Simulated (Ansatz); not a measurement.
Rows from a G0W0 calculation on InSe/InSe (GaSe type bilayer) (Ansatz 0.2.0; G0W0 on PBEsol, plane waves, PAW; PAW set soft_1; 6×6×1 mesh, 462 empty bands, screening to 44 eV, PAW set soft_1 files), in eV. Spin-orbit coupling is left out.

| row | k | band | start | Σx | Σc at the solution | Vxc |
| --- | --- | --- | --- | --- | --- | --- |
| A | (0.000, 0.167, 0.000) | c2 | -3.052 | -10.828 | -3.151 | -14.891 |
| B | Γ | v1 | -5.786 | -15.533 | 1.329 | -13.996 |
| C | (0.000, 0.167, 0.000) | c1 | -3.403 | -10.672 | -3.006 | -14.533 |
| D | (0.000, 0.167, 0.000) | v1 | -5.729 | -15.991 | 1.424 | -14.341 |
| E | Γ | c1 | -4.398 | -10.062 | -2.764 | -13.537 |
| F | Γ | c2 | -3.895 | -10.413 | -2.900 | -14.124 |

Question: Work out each quasiparticle level and how far it moved.

The quasiparticle equation reads E = start + Σx + Σc(E) − Vxc.

| row | E (eV) | shift (eV) |
| --- | --- | --- |
| A | -2.141 | +0.912 |
| B | -5.994 | −0.208 |
| C | -2.548 | +0.855 |
| D | -5.954 | −0.225 |
| E | -3.687 | +0.711 |
| F | -3.084 | +0.811 |

The gap over the computed points goes from 1.33 eV to 2.27 eV.

Limits: not at the basis limit; coarse mesh for a sheet; no spin-orbit coupling.

[Runs of the session that timed out or met a known fault of the program may be left out.]

[Cells called generated may have been cut or substituted from an entry of the Crystallography Open Database or the Materials Project.]

[Hosts, paths, dates, database ids (printed as entryN), source tags and the programs' standing remarks are cut or masked in the printed files.]
